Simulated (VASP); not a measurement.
# GaN (Fm-3m) in VASP: notebook

One crystal, GaN, is run at these levels: PBE; tasks: single point, relaxation of cell and atoms.

All numbers are computed with VASP 6.6.1; they aren't measurements. Logs are shortened: lines on timing, memory, paths and dates and some standing lists are left out, and cuts for length are marked.

**1. The crystal as given**

The structure is cubic, space group Fm-3m (No. 225). The conventional cell has a = 4.268 Å, b = 4.268 Å, c = 4.268 Å, α = 90.00°, β = 90.00°, γ = 90.00°. Around Ga (site symmetry m-3m) lie 6 N at 2.13 Å. N (site symmetry m-3m) is surrounded by 6 Ga at 2.13 Å.

Measurements of this composition are mostly on another form, of space group No. 186.

**2. Single point, PBE**

File INCAR:

```
PREC = Accurate
ENCUT = 520
EDIFF = 1E-6
ISMEAR = 0
SIGMA = 0.02
LREAL = F
LASPH = T
NELM = 100
ALGO = Normal
ISIF = 2
LWAVE = F
LCHARG = F
GGA = PE
NBANDS = 16
```

File KPOINTS:

```
regular mesh
0
Gamma
  14 14 14
```

File POSCAR:

```
GaN
1.0
    0.0000000000      2.1338344022      2.1338344022
    2.1338344022      0.0000000000      2.1338344022
    2.1338344022      2.1338344022      0.0000000000
Ga N
1 1
Direct
    0.5000000000      0.5000000000      0.5000000000
    0.0000000000      0.0000000000      0.0000000000
```

Potentials or basis: VASP PAW PBE potentials, release 64 (Ga_d, N).

Run with:

```bash
> cat potpaw_PBE.64/Ga_d/POTCAR potpaw_PBE.64/N/POTCAR > POTCAR
> mpirun -np 1 vasp_std > vasp.out
```

OUTCAR:

```text
PREC = Accurate
   ENCUT = 520
   EDIFF = 1E-6
   ISMEAR = 0
   LREAL = F
   LASPH = T
   NELM = 100
   ISIF = 2
   GGA = PE

 ion  position               nearest neighbor table
   1  0.500  0.500  0.500-   2 2.13   2 2.13   2 2.13   2 2.13   2 2.13   2 2.13
   2  0.000  0.000  0.000-   1 2.13   1 2.13   1 2.13   1 2.13   1 2.13   1 2.13

  LATTYP: Found a face centered cubic cell.
 ALAT       =     4.2676688044

  Lattice vectors:

 A1 = (   0.0000000000,   2.1338344022,   2.1338344022)
 A2 = (   2.1338344022,   0.0000000000,   2.1338344022)
 A3 = (   2.1338344022,   2.1338344022,   0.0000000000)

Analysis of symmetry for initial positions (statically):
=====================================================================
 Subroutine PRICEL returns:
 Original cell was already a primitive cell.

 Routine SETGRP: Setting up the symmetry group for a
 face centered cubic supercell.

 Subroutine GETGRP returns: Found 48 space group operations
 (whereof 48 operations were pure point group operations)
 out of a pool of 48 trial point group operations.

The static configuration has the point symmetry O_h .

Analysis of symmetry for dynamics (positions and initial velocities):
=====================================================================
 Subroutine PRICEL returns:
 Original cell was already a primitive cell.

 Routine SETGRP: Setting up the symmetry group for a
 face centered cubic supercell.

 Subroutine GETGRP returns: Found 48 space group operations
 (whereof 48 operations were pure point group operations)
 out of a pool of 48 trial point group operations.

The dynamic configuration has the point symmetry O_h .

 Subroutine INISYM returns: Found 48 space group operations
 (whereof 48 operations are pure point group operations),
 and found     1 'primitive' translations

----------------------------------------------------------------------------------------

                                     Primitive cell

  volume of cell :      19.4318

  direct lattice vectors                    reciprocal lattice vectors
     0.000000000  2.133834402  2.133834402    -0.234319964  0.234319964  0.234319964
     2.133834402  0.000000000  2.133834402     0.234319964 -0.234319964  0.234319964
     2.133834402  2.133834402  0.000000000     0.234319964  0.234319964 -0.234319964

  length of vectors
     3.017697551  3.017697551  3.017697551     0.405854083  0.405854083  0.405854083

  position of ions in fractional coordinates (direct lattice)
     0.500000000  0.500000000  0.500000000
     0.000000000  0.000000000  0.000000000

  ion indices of the primitive-cell ions
   primitive index   ion index
                 1           1
                 2           2

----------------------------------------------------------------------------------------

 KPOINTS: regular mesh

Automatic generation of k-mesh.
 Grid dimensions read from file:
 generate k-points for:   14   14   14

 Generating k-lattice:

  Cartesian coordinates                     Fractional coordinates (reciprocal lattice)
    -0.016737140  0.016737140  0.016737140     0.071428571  0.000000000  0.000000000
     0.016737140 -0.016737140  0.016737140     0.000000000  0.071428571  0.000000000
     0.016737140  0.016737140 -0.016737140     0.000000000  0.000000000  0.071428571

  Length of vectors
     0.028989577  0.028989577  0.028989577

  Shift w.r.t. Gamma in fractional coordinates (k-lattice)
     0.000000000  0.000000000  0.000000000

 Subroutine IBZKPT returns following result:
 ===========================================

 Found    104 irreducible k-points:

 Following reciprocal coordinates:
            Coordinates               Weight
  0.000000  0.000000  0.000000      1.000000
  0.071429  0.000000  0.000000      8.000000
  0.142857  0.000000  0.000000      8.000000
  0.214286  0.000000  0.000000      8.000000
  0.285714  0.000000  0.000000      8.000000
  0.357143  0.000000  0.000000      8.000000
[... 16 lines left out ...]
  0.214286  0.142857  0.000000     24.000000
  0.285714  0.142857  0.000000     24.000000
 [... further k-points ...]
   k-points           NKPTS =    104   k-points in BZ     NKDIM =    104   number of bands    NBANDS=     16
   number of dos      NEDOS =    301   number of ions     NIONS =      2
   total plane-waves  NPLWV =  13824
   dimension x,y,z NGX =    24 NGY =   24 NGZ =   24
   dimension x,y,z NGXF=    48 NGYF=   48 NGZF=   48
   ions per type =               1   1
   NGX,Y,Z   is equivalent  to a cutoff of  13.22, 13.22, 13.22 a.u.
   NGXF,Y,Z  is equivalent  to a cutoff of  26.44, 26.44, 26.44 a.u.
 SYSTEM =  unknown system
   PREC   = accura    normal or accurate (medium, high low for compatibility)
   ISTART =      0    job   : 0-new  1-cont  2-samecut
   ICHARG =      2    charge: 1-file 2-atom 10-const
   ISPIN  =      1    spin polarized calculation?
   LNONCOLLINEAR =      F non collinear calculations
   LSORBIT =      F    spin-orbit coupling
   LASPH  =      T    aspherical Exc in radial PAW
   ENCUT  =  520.0 eV  38.22 Ry    6.18 a.u.   5.61  5.61  5.61*2*pi/ulx,y,z
   NELM   =    100;   NELMIN=  2; NELMDL= -5     # of ELM steps
   EDIFF  = 0.1E-05   stopping-criterion for ELM
   LREAL  =      F    real-space projection
   EDIFFG = 0.1E-04   stopping-criterion for IOM
   NSW    =      0    number of steps for IOM
   IBRION =     -1    ionic relax: 0-MD 1-quasi-New 2-CG
   NFREE  =      0    steps in history (QN), initial steepest desc. (CG)
   ISIF   =      2    stress and relaxation
   ISYM   =      2    0-nonsym 1-usesym 2-fastsym
   POTIM  = 0.5000    time-step for ionic-motion
   TEBEG  =    0.0;   TEEND  =   0.0 temperature during run
   PSTRESS=    0.0 pullay stress
   NELECT =      18.0000    total number of electrons
   NUPDOWN=      -1.0000    fix difference up-down
   EMIN   =  10.00;   EMAX   =-10.00  energy-range for DOS
   EFERMI =   0.00;   METHOD = LEGACY
   ISMEAR =     0;   SIGMA  =   0.02  broadening in eV -4-tet -1-fermi 0-gaus
   EFERMI_NEDOS =   21; number of points for ismear=-14 and -15
   IALGO  =     38    algorithm
   IMIX   =      4    mixing-type and parameters
     AMIX     =   0.40;   BMIX     =  1.00
     AMIX_MAG =   1.60;   BMIX_MAG =  1.00
  volume/ion in A,a.u.               =       9.72        65.57
  Fermi-wavevector in a.u.,A,eV,Ry     =   1.595861  3.015739 34.650924  2.546771
  Thomas-Fermi vector in A             =   2.693713
   LORBIT       =      0    0 simple, 1 ext, 2 COOP (PROOUT), +10 PAW based schemes
   GGA     = PE    functional components
   LHFCALC =     F    Hartree Fock is set to
   AEXX    =    0.0000 exact exchange contribution
   IVDW    =     0    specifies the selected vdW correction
   LEPSILON=     F    determine dielectric tensor
   LRPA    =     F    only Hartree local field effects (RPA)
 non-spin polarized calculation
 Gauss-broadening in eV      SIGMA  =   0.02
  energy-cutoff  :      520.00
  volume of cell :       19.43
 maximum number of plane-waves:       544
   NGX = 11   NGY = 11   NGZ = 11

 number of electron      18.0000006 magnetization

 Free energy of the ion-electron system (eV)
  ---------------------------------------------------
  ext. energy  EPLUGINS =         0.00000000
  ---------------------------------------------------
  free energy    TOTEN  =       -11.20662189 eV

  energy without entropy =      -11.20662189  energy(sigma->0) =      -11.20662189

 E-fermi :   7.6304     XC(G=0): -12.9155

 val. band max:        7.5429417375   @ k =  -0.2143   0.1429   0.0000
 cond. band min:       7.9515879949   @ k =   0.5000   0.5000   0.0000
 fundamental gap:      0.4086462574
 Fermi energy:         7.6304437015

 k-point     1 :       0.0000    0.0000    0.0000
  band No.  band energies     occupation
      1      -9.4765      2.00000
      2      -6.4607      2.00000
      3      -6.4607      2.00000
      4      -6.4607      2.00000
      5      -6.3731      2.00000
      6      -6.3731      2.00000
[... 8 lines left out ...]
     15      22.9494      0.00000
     16      22.9494      0.00000

 k-point     2 :       0.0714    0.0000    0.0000
  band No.  band energies     occupation
      1      -9.3798      2.00000
      2      -6.4641      2.00000
      3      -6.4551      2.00000
      4      -6.4551      2.00000
      5      -6.3798      2.00000
      6      -6.3798      2.00000
[... 8 lines left out ...]
     15      23.0663      0.00000
     16      23.0663      0.00000

 k-point     3 :       0.1429    0.0000    0.0000
  band No.  band energies     occupation
      1      -9.0945      2.00000
      2      -6.4737      2.00000
      3      -6.4522      2.00000
      4      -6.4522      2.00000
      5      -6.3860      2.00000
      6      -6.3860      2.00000
[... 8 lines left out ...]
     15      23.6073      0.00000
     16      23.6073      0.00000

 k-point     4 :       0.2143    0.0000    0.0000
  band No.  band energies     occupation
      1      -8.6377      2.00000
      2      -6.4870      2.00000
      3      -6.4797      2.00000
      4      -6.4797      2.00000
      5      -6.3628      2.00000
      6      -6.3628      2.00000
[... 8 lines left out ...]
     15      24.5448      0.00000
     16      24.5448      0.00000

 k-point     5 :       0.2857    0.0000    0.0000
  band No.  band energies     occupation
      1      -8.0455      2.00000
      2      -6.5226      2.00000
      3      -6.5226      2.00000
      4      -6.5007      2.00000
      5      -6.3240      2.00000
      6      -6.3240      2.00000
[... 8 lines left out ...]
     15      25.8218      0.00000
     16      25.8219      0.00000

 k-point     6 :       0.3571    0.0000    0.0000
  band No.  band energies     occupation
      1      -7.3925      2.00000
      2      -6.5632      2.00000
      3      -6.5632      2.00000
      4      -6.5103      2.00000
      5      -6.2866      2.00000
      6      -6.2866      2.00000
[... 8 lines left out ...]
     15      27.3800      0.00000
     16      27.3800      0.00000

 k-point     7 :       0.4286    0.0000    0.0000
  band No.  band energies     occupation
      1      -6.8363      2.00000
      2      -6.5915      2.00000
      3      -6.5915      2.00000
      4      -6.5040      2.00000
      5      -6.2600      2.00000
      6      -6.2600      2.00000
[... 8 lines left out ...]
     15      29.0987      0.00000
     16      29.0987      0.00000

 k-point     8 :       0.5000    0.0000    0.0000
  band No.  band energies     occupation
      1      -6.6382      2.00000
      2      -6.6017      2.00000
      3      -6.6017      2.00000
      4      -6.4631      2.00000
      5      -6.2505      2.00000
      6      -6.2505      2.00000
[... 8 lines left out ...]
     15      30.2596      0.00000
     16      30.2596      0.00000

 k-point     9 :       0.0714    0.0714    0.0000
  band No.  band energies     occupation
      1      -9.3488      2.00000
      2      -6.4688      2.00000
      3      -6.4505      2.00000
      4      -6.4505      2.00000
      5      -6.3963      2.00000
      6      -6.3681      2.00000
[... 8 lines left out ...]
     15      24.2944      0.00000
     16      24.2944      0.00000
[... 172 lines left out ...]
 k-point    19 :      -0.2143    0.0714    0.0000
  band No.  band energies     occupation
      1      -8.3921      2.00000
      2      -6.5033      2.00000
      3      -6.4985      2.00000
      4      -6.4800      2.00000
      5      -6.3746      2.00000
      6      -6.3017      2.00000
[... 8 lines left out ...]
     15      24.0151      0.00000
     16      26.2265      0.00000

 k-point    20 :      -0.1429    0.0714    0.0000
  band No.  band energies     occupation
      1      -8.8836      2.00000
      2      -6.4814      2.00000
      3      -6.4602      2.00000
      4      -6.4542      2.00000
      5      -6.4114      2.00000
      6      -6.3449      2.00000
[... 8 lines left out ...]
     15      23.6242      0.00000
     16      25.1549      0.00000

 k-point    21 :      -0.0714    0.0714    0.0000
  band No.  band energies     occupation
      1      -9.2215      2.00000
      2      -6.4708      2.00000
      3      -6.4498      2.00000
      4      -6.4459      2.00000
      5      -6.4059      2.00000
      6      -6.3689      2.00000
[... 8 lines left out ...]
     15      23.5000      0.00000
     16      24.2522      0.00000

 k-point    22 :       0.1429    0.1429    0.0000
  band No.  band energies     occupation
      1      -8.9907      2.00000
      2      -6.4918      2.00000
      3      -6.4358      2.00000
      4      -6.4206      2.00000
      5      -6.4206      2.00000
      6      -6.3539      2.00000
[... 8 lines left out ...]
     15      26.4660      0.00000
     16      26.4660      0.00000

 k-point    23 :       0.2143    0.1429    0.0000
  band No.  band energies     occupation
      1      -8.6909      2.00000
      2      -6.5054      2.00000
      3      -6.4530      2.00000
      4      -6.4125      2.00000
      5      -6.3790      2.00000
      6      -6.3381      2.00000
[... 8 lines left out ...]
     15      26.8527      0.00000
     16      27.2640      0.00000

 k-point    24 :       0.2857    0.1429    0.0000
  band No.  band energies     occupation
      1      -8.2724      2.00000
      2      -6.5187      2.00000
      3      -6.4618      2.00000
      4      -6.4335      2.00000
      5      -6.3053      2.00000
      6      -6.2940      2.00000
[... 8 lines left out ...]
     15      26.9212      0.00000
     16      27.9831      0.00000

 [... further k-points ...]

------------------------ aborting loop because EDIFF is reached ----------------------------------------

  FORCE on cell =-STRESS in cart. coord.  units (eV):
  Direction    XX          YY          ZZ          XY          YZ          ZX
  --------------------------------------------------------------------------------------
  -------------------------------------------------------------------------------------
  Total        0.1026350      0.1026350      0.1026350     -0.0000000      0.0000000     -0.0000000
  in kB        8.4624089      8.4624089      8.4624089     -0.0000000      0.0000000     -0.0000000
  external PRESSURE =       8.4624089 kB  Pullay stress =       0.0000000 kB

 VOLUME and BASIS-vectors are now :
 -----------------------------------------------------------------------------
  energy-cutoff  :      520.00
  volume of cell :       19.43
      direct lattice vectors                 reciprocal lattice vectors
     0.000000000  2.133834402  2.133834402    -0.234319964  0.234319964  0.234319964
     2.133834402  0.000000000  2.133834402     0.234319964 -0.234319964  0.234319964
     2.133834402  2.133834402  0.000000000     0.234319964  0.234319964 -0.234319964

 POSITION                                       TOTAL-FORCE (eV/Angst)
 -----------------------------------------------------------------------------------
      2.13383      2.13383      2.13383        -0.000000      0.000000      0.000000
      0.00000      0.00000      0.00000         0.000000     -0.000000     -0.000000
 -----------------------------------------------------------------------------------
    total drift:                                0.000000     -0.000000      0.000000

  FREE ENERGIE OF THE ION-ELECTRON SYSTEM (eV)
  ---------------------------------------------------
  free  energy   TOTEN  =       -11.2066218923 eV

  energy  without entropy=      -11.2066218923  energy(sigma->0) =      -11.20662189
```

It took 10 s on 1 thread of Intel Xeon 6975P-C (Granite Rapids), shared host; peak memory 0.16 GiB.

Results:

| Property | Result |
| --- | --- |
| Free energy | -11.2066 eV |
| Pressure | 0.8 GPa |
| Band gap on the k mesh | 0.41 eV, indirect (least direct gap 2.39 eV) |

A k mesh can miss the band edges.

**3. Relaxation of cell and atoms, PBE**

File INCAR:

```
  PREC = Accurate
  ENCUT = 600
  EDIFF = 1E-7
  ISMEAR = 0
  SIGMA = 0.02
  LREAL = False
  LASPH = True
  NELM = 100
  ALGO = Fast
  ISIF = 3
  LWAVE = False
  LCHARG = False
  GGA = PE
  IBRION = 2
  NSW = 70
  EDIFFG = -0.02
```

File KPOINTS:

```
Automatic mesh
0
Gamma
  14 14 14
```

File POSCAR:

```
GaN
1.0
    0.0000000000      2.1333702881      2.1333702881
    2.1333702881      0.0000000000      2.1333702881
    2.1333702881      2.1333702881      0.0000000000
Ga N
1 1
Direct
    0.5000000000      0.5000000000      0.5000000000
    0.0000000000      0.0000000000      0.0000000000
```

Potentials or basis: VASP PAW PBE potentials, release 64 (Ga_d, N).

Run with:

```bash
> cat potpaw_PBE.64/Ga_d/POTCAR potpaw_PBE.64/N/POTCAR > POTCAR
> mpirun -np 1 vasp_std > vasp.out
```

It took 22 s on 1 thread of Intel Xeon 6975P-C (Granite Rapids), shared host; peak memory 0.17 GiB.

The run converged. Its results:

| Item | Value |
| --- | --- |
| Free energy | -11.2085 eV |
| Relaxed volume | 9.75 Å³/atom |
| Relaxed cell | a = 3.021 Å, b = 3.021 Å, c = 3.021 Å, α = 60.00°, β = 60.00°, γ = 60.00° |
| Space group after relaxing (to 0.05 Å) | Fm-3m (No. 225) |
| Energy gained by relaxing | 0.1 meV/atom |
| Ionic steps | 3 |
| Pressure after relaxing | 0.0 GPa |
| Band gap on the k mesh | 0.39 eV, indirect (least direct gap 2.35 eV) |

Step by step:
```csv
step,energy change (eV),largest force (eV/Å),pressure (GPa),volume (Å³)
1,0.0000,0.0000,0.79,19.42
2,-0.0001,0.0000,-0.68,19.55
3,-0.0002,0.0000,-0.02,19.49
```

Final structure:
```yaml
crystal:
  lattice:
    - [0.00000, 2.13609, 2.13609]
    - [2.13609, 0.00000, 2.13609]
    - [2.13609, 2.13609, 0.00000]
  atoms:
    - { symbol: Ga, position: [0.50000, 0.50000, 0.50000] }
    - { symbol: N, position: [0.00000, 0.00000, 0.00000] }
```

Levels at points of the mesh, in eV from the valence-band top:
| k point | band 6 | band 7 | band 8 | band 9 | band 10 | band 11 | band 12 | band 13 |
| --- | --- | --- | --- | --- | --- | --- | --- | --- |
| (0.00, 0.00, 0.00) | -13.92 | -0.48 | -0.48 | -0.48 | 1.87 | 14.53 | 14.53 | 14.53 |
| (0.50, 0.00, 0.00) | -13.80 | -8.09 | -0.17 | -0.17 | 4.56 | 8.91 | 8.91 | 8.98 |
| (0.50, 0.50, 0.00) | -11.06 | -6.88 | -2.93 | -2.93 | 0.39 | 7.79 | 11.60 | 14.08 |

A k mesh can miss the band edges. PBE usually gives volumes a little too large and moduli too small.
